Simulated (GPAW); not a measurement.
# Collinear magnetic orders of Fe5 on Ru4 0001 with GPAW

A self-consistent run ends on one state, which hangs on the start. Several orders of Fe5 on Ru4 0001 are started in GPAW and their energies compared.

Calculated with GPAW 26.7.0; PBE; plane waves with GPAW's PAW setups, scalar-relativistic.

### 1. Starting point

The cell holds 9 atoms: 4 Ru and 5 Fe. Its edges and angles: a = 2.706 Å, b = 2.706 Å, c = 27.880 Å, α = 90.0°, β = 90.0°, γ = 120.0°. ideal sites on the substrate's mesh, layer spacings from atomic volumes, unrelaxed, 12 A of vacuum. Vacuum lies along c.

Structure file:

```
Ru Fe
1.0
     2.70600    0.00000    0.00000
    -1.35300    2.34347    0.00000
     0.00000    0.00000   27.87974
Ru Fe
4 5
Direct
  0.00000 0.00000 0.21521
  0.33333 0.66667 0.29213
  0.00000 0.00000 0.36906
  0.33333 0.66667 0.44598
  0.00000 0.00000 0.51782
  0.33333 0.66667 0.58456
  0.00000 0.00000 0.65130
  0.33333 0.66667 0.71805
  0.00000 0.00000 0.78479
```

### 2. Start 1: ferro +++++

Parallel moments need no larger cell; this start tests for a ferromagnetic state only.

order1.py reads:

```python
import json
import numpy as np
from ase import Atoms
from ase.parallel import paropen, parprint
from gpaw import GPAW

atoms = Atoms(['Ru', 'Ru', 'Ru', 'Ru', 'Fe', 'Fe', 'Fe', 'Fe', 'Fe'],
    cell=[[2.706, 0.0, 0.0],
         [-1.353, 2.343465, 0.0],
         [0.0, 0.0, 27.879735]],
    scaled_positions=[[0.0, 0.0, 0.21521],
         [0.333333, 0.666667, 0.292134],
         [0.0, 0.0, 0.369059],
         [0.333333, 0.666667, 0.445983],
         [0.0, 0.0, 0.517817],
         [0.333333, 0.666667, 0.58456],
         [0.0, 0.0, 0.651303],
         [0.333333, 0.666667, 0.718047],
         [0.0, 0.0, 0.78479]],
    pbc=True,
    magmoms=[0.0, 0.0, 0.0, 0.0, 2.6, 2.6, 2.6, 2.6, 2.6])
atoms.calc = GPAW(mode={'name': 'pw', 'ecut': 450},
    xc='PBE',
    kpts={'size': (18, 18, 1), 'gamma': True},
    occupations={'name': 'fermi-dirac', 'width': 0.05},
    convergence={'density': 1e-05, 'energy': 1e-05},
    maxiter=200,
    mixer={'name': 'pulay', 'beta': 0.03, 'nmaxold': 8, 'weight': 100},
    symmetry={'tolerance': 1e-4},
    txt='order1.txt')
e = atoms.get_potential_energy(force_consistent=True)
res = {'free_energy': e, 'energy_sigma0': atoms.get_potential_energy(), 'fermi_energy': atoms.calc.get_fermi_level()}
res['moments'] = atoms.get_magnetic_moments().tolist()
res['total'] = atoms.get_magnetic_moment()
parprint('site moments (muB):', np.round(res['moments'], 3))
parprint(f"total moment: {res['total']:.3f} muB")
parprint(f'free energy: {e:.6f} eV')
atoms.calc.write('order1.gpw')
with paropen('results.json', 'w') as f:
    json.dump(res, f)
```

Command:

```console
OMP_NUM_THREADS=1 mpirun -n 4 gpaw python order1.py > order1.log
```

Numbers of over 12 decimals in the logs are rounded to 6 here.

Output:

```text
site moments (muB): [-0.009  0.03  -0.05  -0.137  1.993  2.174  2.176  2.339  2.75 ]
total moment: 11.389 muB
free energy: -79.313827 eV

--- order1.txt ---
Input parameters:
  mode=PW(ecut=450),
  convergence={'density': 1e-05, 'energy': 1e-05},
  kpts=MonkhorstPack(size=(18, 18, 1), gamma=True),
  maxiter=200,
  mixer=Pulay(name='pulay', nmaxold=8, beta=0.03, weight=100, sigma=0.015, g_ss=None),
  occupations=Occupations(name='fermi-dirac', width=0.05),
  symmetry=Symmetry(tolerance=0.0001),
  xc=XC(name='PBE')

Diagonalizing LCAO Hamiltonian
Converting LCAO to pw mode

       Fe

        Fe

       Fe
        Fe

       Fe

        Ru

       Ru

        Ru

       Ru

Atoms  # Å, Bohr magnetons
|   | symbol |         x |        y |         z |    initial magnetic moments |
|---|--------|-----------|----------|-----------|-----------------------------|
| 0 |     Ru |  0.000000 | 0.000000 |  5.999998 | ( 0.0000,  0.0000,  0.0000) |
| 1 |     Ru | -0.000001 | 1.562311 |  8.144619 | ( 0.0000,  0.0000,  0.0000) |
| 2 |     Ru |  0.000000 | 0.000000 | 10.289267 | ( 0.0000,  0.0000,  0.0000) |
| 3 |     Ru | -0.000001 | 1.562311 | 12.433888 | ( 0.0000,  0.0000,  0.0000) |
| 4 |     Fe |  0.000000 | 0.000000 | 14.436601 | ( 0.0000,  0.0000,  2.6000) |
| 5 |     Fe | -0.000001 | 1.562311 | 16.297378 | ( 0.0000,  0.0000,  2.6000) |
| 6 |     Fe |  0.000000 | 0.000000 | 18.158155 | ( 0.0000,  0.0000,  2.6000) |
| 7 |     Fe | -0.000001 | 1.562311 | 20.018960 | ( 0.0000,  0.0000,  2.6000) |
| 8 |     Fe |  0.000000 | 0.000000 | 21.879737 | ( 0.0000,  0.0000,  2.6000) |

Unit cell  # Å
| periodic |         x |        y |         z |   lengths |     angles |
|----------|-----------|----------|-----------|-----------|------------|
|      yes |  2.706000 | 0.000000 |  0.000000 |  2.706000 |  90.000000 |
|      yes | -1.353000 | 2.343465 |  0.000000 |  2.706000 |  90.000000 |
|      yes |  0.000000 | 0.000000 | 27.879735 | 27.879735 | 119.999997 |

Number of symmetries: 6

BZ-sampling:
  Number of BZ points: 324
  Number of IBZ points: 37

  Monkhorst-Pack size: [18, 18, 1]
  Monkhorst-Pack shift: [0.027778, 0.027778, 0.0]

K-points  # in reciprocal-cell coordinates
|     |                                coordinates |     weight |
|-----|--------------------------------------------|------------|
|   0 | ( -0.00000000,  -0.00000000,   0.00000000) | 0.00308642 |
|   1 | (  0.05555556,  -0.00000000,   0.00000000) | 0.01851852 |
|   2 | (  0.11111111,  -0.05555556,   0.00000000) | 0.01851852 |
|   3 | (  0.11111111,  -0.00000000,   0.00000000) | 0.01851852 |
|   4 | (  0.16666667,  -0.05555556,   0.00000000) | 0.03703704 |
|   5 | (  0.16666667,  -0.00000000,   0.00000000) | 0.01851852 |
|   6 | (  0.22222222,  -0.11111111,   0.00000000) | 0.01851852 |
|   7 | (  0.22222222,  -0.05555556,   0.00000000) | 0.03703704 |
|   8 | (  0.22222222,  -0.00000000,   0.00000000) | 0.01851852 |
|   9 | (  0.27777778,  -0.11111111,   0.00000000) | 0.03703704 |
| ... |                                            |            |
|  36 | (  0.50000000,   0.50000000,   0.00000000) | 0.00925926 |

Plane wave coefficients: 3877
Cutoff: 450.000000 eV

Spin-components: 2 (collinear spins)
Bands:           75
Projectors:      54
Spin-degeneracy: 1
Datatype:        complex128

Parallelization:
  kpt:    4
  domain: 1
  band:   1

Density:
  Valence electrons: 104.0
  Components: 2
  Grid points: [ 14  14 140]
  Charge: 0.0  # |e|

Potential:
  Grid points: [ 14  14 140]

species:
  Ru:
    name:    Ruthenium
    Z:       44.0
    valence: 16
    core:    28
    charge:  0.0  # [|e|]
    compensation charges:
      type: gauss
      rc: 0.39  # [Å]
      lmax: 2
    cutoffs:
      filter: 2.16  # [Å]
      core: 1.30  # [Å]
    projectors
    | kind |    occ | energy [eV] | rcut [Å] |
    |------|--------|-------------|----------|
    |   4s |  2.000 |     -76.316 |    1.281 |
    |   5s |  1.000 |      -4.236 |    1.281 |
    |   4p |  6.000 |     -46.423 |    1.286 |
    |   5p |  0.000 |      -0.913 |    1.286 |
    |   4d |  7.000 |      -5.203 |    1.254 |
    |    d |        |      22.008 |    1.254 |

    Using partial waves for Ru as LCAO basis

  Fe:
    name:    Iron
    Z:       26.0
    valence: 8
    core:    18
    charge:  0.0  # [|e|]
    compensation charges:
      type: gauss
      rc: 0.33  # [Å]
      lmax: 2
    cutoffs:
      filter: 2.06  # [Å]
      core: 2.67  # [Å]
    projectors
    | kind |    occ | energy [eV] | rcut [Å] |
    |------|--------|-------------|----------|
    |   4s |  2.000 |      -5.291 |    1.164 |
    |   4p |  0.000 |      -1.326 |    1.058 |
    |   3d |  6.000 |      -7.505 |    1.058 |
    |    s |        |      21.920 |    1.164 |
    |    p |        |      25.885 |    1.058 |
    |    d |        |      19.706 |    1.058 |

    Using partial waves for Fe as LCAO basis

Reference energy: -666077.772931  # eV

eigensolver:
  PPCG
  Converge bands: occupied
  niter=2

density mixing:
  Pulay-Mixer
  Linear mixing parameters: 0.03
  Old densities: 8
  Fourier metric: weight=100, sigma=0.015

occupation numbers:
  Fermi-Dirac:
    width: 0.0500  # eV

poisson solver:
  ecut: 3600.000000  # eV

xc functional:
  name: PBE with 2 nearest neighbor stencil

convergence criteria:
- Maximum integral of absolute [dens]ity change: 1e-05 electrons / valence electron
- Maximum [total energy] change in last 3 cyles: 1e-05 eV / valence electron
- Maximum integral of absolute [eigenst]ate change: 4e-08 eV^2 / valence electron
maximum number of iterations: 200

SCF iterations
|iter     |      energy | eigst |  dens |  magmom |
|---------|-------------|-------|-------|---------|
|iter:   1|       0s | -106.140193 | +0.29 |       | +13.0205|
|iter:   2|      11s | -737.148965 | +1.63 | -0.50 | +12.7600|
|iter:   3|      21s | -128.660438 | +0.82 | -0.15 | +12.6571|
|iter:   4|      31s |  -87.888950 | +0.63 | -0.55 | +12.6698|
|iter:   5|      42s |  -86.815114 | -0.46 | -0.80 | +12.6688|
|iter:   6|      52s |  -86.869043 | -1.78 | -0.85 | +12.6654|
|iter:   7|      63s |  -82.950246 | -2.13 | -0.84 | +12.6651|
|iter:   8|      73s |  -82.180826 | -2.54 | -1.00 | +12.6578|
|iter:   9|      83s |  -82.213231 | -2.14 | -1.03 | +12.6528|
|iter:  10|      94s |  -81.131984 | -2.96 | -0.99 | +12.6030|
[... 65 iterations left out ...]
|iter:  76|     720s |  -79.259509c| -7.89c| -4.58 | +11.3938|
|iter:  77|     725s |  -79.259506c| -8.05c| -4.60 | +11.3930|
|iter:  78|     730s |  -79.259505c| -8.08c| -4.62 | +11.3923|
|iter:  79|     735s |  -79.259503c| -8.25c| -4.66 | +11.3924|
|iter:  80|     740s |  -79.259502c| -7.92c| -4.69 | +11.3915|
|iter:  81|     745s |  -79.259501c| -8.48c| -4.78 | +11.3912|
|iter:  82|     753s |  -79.259497c| -7.86c| -4.79 | +11.3897|
|iter:  83|     758s |  -79.259496c| -8.13c| -4.90 | +11.3891|
|iter:  84|     763s |  -79.259495c| -8.61c| -4.98 | +11.3890|
|iter:  85|     768s |  -79.259495c| -8.58c| -5.01c| +11.3887|

Converged in 85 steps
Energy contributions relative to reference atoms: (reference = -666077.772931)

Energy contributions:
  Kinetic:          27.708294
  Coulomb:         -35.919443
  Zero:             -0.023753
  External:          0.000000
  Xc:              -70.970259
  Entropy:          -0.108665
  Spinorbit:         0.000000
  ----------------------------
  Free energy:     -79.313827
  Extrapolated:    -79.259495

dipole moment: (-29.906556, -27.466797, 0.065547)  # |e|*Ang

Total magnetic moment: (0.000000, 0.000000, 11.388664)

Local magnetic moments
|        x |        y |         z |
|----------|----------|-----------|
| 0.000000 | 0.000000 | -0.008979 |  # Ru   0
| 0.000000 | 0.000000 |  0.029862 |  # Ru   1
| 0.000000 | 0.000000 | -0.049503 |  # Ru   2
| 0.000000 | 0.000000 | -0.137273 |  # Ru   3
| 0.000000 | 0.000000 |  1.992522 |  # Fe   4
| 0.000000 | 0.000000 |  2.174031 |  # Fe   5
| 0.000000 | 0.000000 |  2.175621 |  # Fe   6
| 0.000000 | 0.000000 |  2.339317 |  # Fe   7
| 0.000000 | 0.000000 |  2.750171 |  # Fe   8

Fermi level: 5.779
Eigenvalues  # (at kpt = [-0.000, -0.000, 0.000])
| band index |      eig [eV] | occ [0-1] |      eig [eV] | occ [0-1] |
|------------|---------------|-----------|---------------|-----------|
|          0 |       -67.413 |     1.000 |       -67.399 |     1.000 |
|        ... |               |           |               |           |
|         49 |         3.936 |     1.000 |         5.755 |     0.616 |
|         50 |         4.072 |     1.000 |         5.951 |     0.031 |
|         51 |         4.355 |     1.000 |         5.951 |     0.031 |
|         52 |         4.355 |     1.000 |         6.135 |     0.001 |
|         53 |         4.658 |     1.000 |         6.194 |     0.000 |
|         54 |         4.816 |     1.000 |         6.247 |     0.000 |
|         55 |         4.816 |     1.000 |         6.247 |     0.000 |
|         56 |         5.112 |     1.000 |         6.578 |     0.000 |
|         57 |         5.112 |     1.000 |         6.617 |     0.000 |
|         58 |         5.401 |     0.999 |         6.618 |     0.000 |
|         59 |         5.401 |     0.999 |         6.740 |     0.000 |
|         60 |         5.597 |     0.975 |         6.868 |     0.000 |
|         61 |         5.597 |     0.975 |         6.868 |     0.000 |
|         62 |         5.690 |     0.856 |         7.079 |     0.000 |
|         63 |         6.036 |     0.006 |         7.079 |     0.000 |
|        ... |               |           |               |           |
|         74 |        14.867 |     0.000 |        15.207 |     0.000 |

No gap
No difference between direct/indirect transitions
```

The job ended after 13 min (4 MPI ranks of Arm Neoverse V1, shared host; peak memory 1.3 GiB).

Spin moment in the augmentation sphere by atom:

```
atom  spin moment in the augmentation sphere (μB)
 Ru1                                        -0.01
 Ru2                                         0.03
 Ru3                                        -0.05
 Ru4                                        -0.14
 Fe5                                         1.99
 Fe6                                         2.17
 Fe7                                         2.18
 Fe8                                         2.34
 Fe9                                         2.75
```

Numbers from this step:

```yaml
magnetization: 11.39 μB
final_state: ferromagnetic
```

After 85 cycles the largest moment stands at 2.75 μB.

(Continued in part 2 of 2.)

[Logs and program files are shortened in this print: banners, set-up blocks, solver, clock and traceback lines can be left out without a mark of their own.]

[Logs are printed without paths, hosts, clocks, repeated set-up lines and the standing remarks that a program may print on its own settings, such as how far it seeks lower states.]

[Hosts, paths, dates, database ids (printed as entryN), source tags and the programs' standing remarks are cut or masked in the printed files.]

[Where a cell is said to come from a database of computed structures, the database is the Materials Project.]
